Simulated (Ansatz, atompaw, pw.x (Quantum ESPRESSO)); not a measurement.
Sn (fcc): variants of one PAW (atompaw) potential in the solid

- Element: Sn
- Generator: atompaw 4.2.0.5
- Type: PAW
- Functional: PBE
- Relativity: scalar-relativistic
- Frozen core: [Kr] 4d10
- Valence charge: 4
- Reference configuration: 5s2 5p2
- Partial waves: 5s (bound): rc 1.90 bohr; 5s channel at 2.1 Ry: rc 2.70 bohr; 5p (bound): rc 2.70 bohr; 5p channel at 3.9 Ry: rc 2.70 bohr; 5d channel at 0.15 Ry: rc 2.65 bohr
- Local potential: ultrasoft scheme with l = 3 at 0 Ry, radius 2.35 bohr
- Core correction: smooth core density matched at 2.70 bohr
- Augmentation charge: besselshape compensation charge, radius 2.00 bohr; PAW radius 2.70 bohr; waves and projectors: custom polynom2 7 10 vanderbiltortho

Crystal test: fcc Sn in pw.x 7.5, no spin, 12³ k-points, Fermi–Dirac smearing 0.01 Ry, cutoffs set for each file from its atomic test. The reference is all-electron LAPW (Ansatz 0.2.0) with the same functional, mesh and smearing; V0 and B0 come from Birch–Murnaghan fits to the pressures at five volumes. Errors are pseudo minus all-electron; Δ is the rms difference of the E(V) curves that follow from these fits, minima aligned, over ±6 % about the mean V0. Mesh and smearing are coarse, so the numbers serve the comparison and aren't converged zero-temperature values; the lattice is a test structure that the element need not adopt.

All-electron: a0 = 4.820 Å (V0 = 28.00 Å³/atom), B0 = 46.5 GPa.

Base: This is a poor potential for the solid. The logarithmic derivative shows an extra or strongly shifted pseudo pole above the reference energy (d near 1.99 Ry).

```csv
change,cutoffs (Ry),pw.x,a0 (Å),a0 error (%),B0 error (%),Δ (meV/atom),mean pressure error (GPa)
base,40/400,converged,4.780,-0.84,+5.2,7.3,-1.17
wave 5p channel at 3.9 Ry: rc 2.70 bohr becomes 5p channel at 0.03 Ry: rc 2.70 bohr,40/400,converged,4.782,-0.80,+5.2,6.9,-1.11
wave 5p channel at 3.9 Ry: rc 2.70 bohr becomes 5p channel at 1.1 Ry: rc 2.70 bohr,40/400,converged,4.782,-0.80,+5.1,6.9,-1.12
wave 5p channel at 3.9 Ry: rc 2.70 bohr becomes 5p channel at 2.04 Ry: rc 2.70 bohr,40/400,converged,4.781,-0.81,+5.2,7.0,-1.13
wave 5p channel at 3.9 Ry: rc 2.70 bohr becomes 5p channel at 9.22 Ry: rc 2.70 bohr,40/400,converged,4.782,-0.79,+5.3,6.8,-1.10
```

Question: Give the row for: wave 5p channel at 3.9 Ry: rc 2.70 bohr becomes 5p channel at -0.15 Ry: rc 2.70 bohr.

Answer: pw.x: converged; mean pressure error (GPa): -1.11; a0 (Å): 4.782; a0 error (%): -0.80; B0 error (%): +5.0; Δ (meV/atom): 6.9.
